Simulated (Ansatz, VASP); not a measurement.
# GaN: VASP beside Ansatz

```
Ga N
1.0
     3.18280    0.00000    0.00000
    -1.59140    2.75639    0.00000
     0.00000    0.00000    5.18520
Ga N
2 2
Direct
  0.66667 0.33333 0.49917
  0.33333 0.66667 0.99917
  0.66667 0.33333 0.87583
  0.33333 0.66667 0.37583
```

Alike in both runs: functional PBEsol; k mesh 9 × 9 × 6; occupations gaussian, width 0.02 eV; no spin polarisation.

Ansatz relaxed the structure, and its values are those at the end. VASP's run is a single point on that final structure, the one shown.

```csv
,VASP,Ansatz
version,VASP 6.6.1,Ansatz 0.2.0
potentials or method,"VASP PAW PBE potentials, release 64 (Ga_d, N)","scalar-relativistic, plane waves, PAW"
plane-wave cutoff (eV),520,420
valence electrons in the cell,36,36
```

```csv
,VASP,Ansatz,Ansatz less VASP
gap on the k mesh at the Fermi level (eV),1.89,1.88,-0.018
least direct gap on the mesh (eV),1.89,1.88,-0.018
pressure (GPa),-0.2,0.0,+0.14
```

The functional is the same, so the differences come from potentials, cutoffs and numerics.

Caveats: the PAW data sets were made with another functional, which shifts forces and pressure a little (VASP). PBEsol gaps usually lie below the measured ones, often by a third to a half.
